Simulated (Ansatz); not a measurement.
## Stability checks on a candidate for LiH

The cell was found from a structure generator's guess, not taken from experiment.

The calculation used DFT PBE, scalar-relativistic, plane waves, PAW (Ansatz). Plane waves to 420 eV, a 12×12×4 mesh through Γ for the 6-atom cell and 0.02 eV Gaussian smearing; no spin polarisation.

```cif
data_structure
_symmetry_space_group_name_H-M 'P6_422'
_symmetry_Int_Tables_number 181
_cell_length_a 2.8600
_cell_length_b 2.8600
_cell_length_c 7.5630
_cell_angle_alpha 90.000
_cell_angle_beta 90.000
_cell_angle_gamma 120.000
_cell_volume 53.57
loop_
_atom_site_label
_atom_site_type_symbol
_atom_site_symmetry_multiplicity
_atom_site_Wyckoff_symbol
_atom_site_fract_x
_atom_site_fract_y
_atom_site_fract_z
_atom_site_occupancy
Li1 Li 3 b 0.00000 0.00000 0.16667 1
H1 H 3 c 0.50000 0.50000 0.66667 1
```

The zero of energy is the elements' standard structures at the same level (H₂ as a molecule); no fitted shifts are applied.

Question: These tests were run: energy against the elements; phonons on a 3×3×1 q mesh. What do they show?

Answer:

```tsv
test	result
energy against the elements	−0.310 eV/atom
phonons on a 3×3×1 q mesh	imaginary modes down to 332i cm⁻¹
```

It fails one test: phonons on a 3×3×1 q mesh. So it isn't even a local minimum.

With hydrogen, zero-point motion can shift formation energies by some tens of meV/atom. The run for the phonons used a 12×12×4 k mesh. Another cell of LiH relaxed alike, in F-43m, lies 59 meV/atom lower, so this cell isn't the stable form at this level.
